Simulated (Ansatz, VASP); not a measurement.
Two plane-wave programs on Cu

File INCAR:

```
SYSTEM = Cu
PREC = Accurate
ENCUT = 600
EDIFF = 1E-6
ISMEAR = 0
SIGMA = 0.1
LREAL = .False.
LASPH = .True.
NELM = 100
ALGO = Normal
ISIF = 3
LWAVE = .False.
LCHARG = .False.
GGA = PE
IBRION = 2
NSW = 100
EDIFFG = -0.01
```

Contents of KPOINTS:

```
Automatic mesh
0
Gamma
  28 28 28
  0 0 0
```

Contents of POSCAR:

```
Cu
1.0
   -1.5044544571      1.5044544571      1.3297691350
    1.5044544571     -1.5044544571      1.3297691350
    1.5044544571      1.5044544571     -1.3297691350
Cu
1
Direct
    0.0000000000      0.0000000000      0.0000000000
```

Input for Ansatz:

```yaml
crystal:
  lattice:
    - [-1.5044544571, 1.5044544571, 1.329769135]
    - [1.5044544571, -1.5044544571, 1.329769135]
    - [1.5044544571, 1.5044544571, -1.329769135]
  atoms:
    - { symbol: Cu, position: [0.0, 0.0, 0.0] }
basis:
  ecutwfc: 420
kpoints:
  mp_grid: { grid: [28, 28, 28] }
hamiltonian:
  xc: pbe
scf:
  occupations: { method: gaussian, width: 0.1 }
output:
  forces: true
  stress: true
  eigenvalues: true
relax:
  adjacent_minimum: "off"
  f_tol: 0.01
  max_steps: 80
  cell: { stress_tol: 0.05 }
```

Alike in both runs: task relaxation of cell and atoms; functional PBE; k mesh 28 × 28 × 28; occupations gaussian, width 0.1 eV; no spin polarisation.

|  | VASP | Ansatz |
| --- | --- | --- |
| version | VASP 6.6.1 | Ansatz 0.2.0 |
| potentials or method | VASP PAW PBE potentials, release 64 (Cu) | scalar-relativistic, plane waves, PAW |
| plane-wave cutoff (eV) | 600 | 420 |
| valence electrons in the cell | 11 | 19 |

VASP gave:

| Quantity | Value |
| --- | --- |
| gap on the k mesh at the Fermi level, each at its own relaxed structure (eV) | none |
| relaxed volume (Å³/atom) | 12.07 |
| relaxed cell length with the largest relative difference (Å) | 2.505 |
| energy change over the relaxation (meV/atom) | -2 |

Problem. Estimate Ansatz's values.

Solution. gap on the k mesh at the Fermi level, each at its own relaxed structure (eV): none; relaxed volume (Å³/atom): 12.01; relaxed cell length with the largest relative difference (Å): 2.501; energy change over the relaxation (meV/atom): -2.

A gap of «none» marks a metal or a gap that the smearing closes. The two sets of potentials don't hold the same shells in valence.
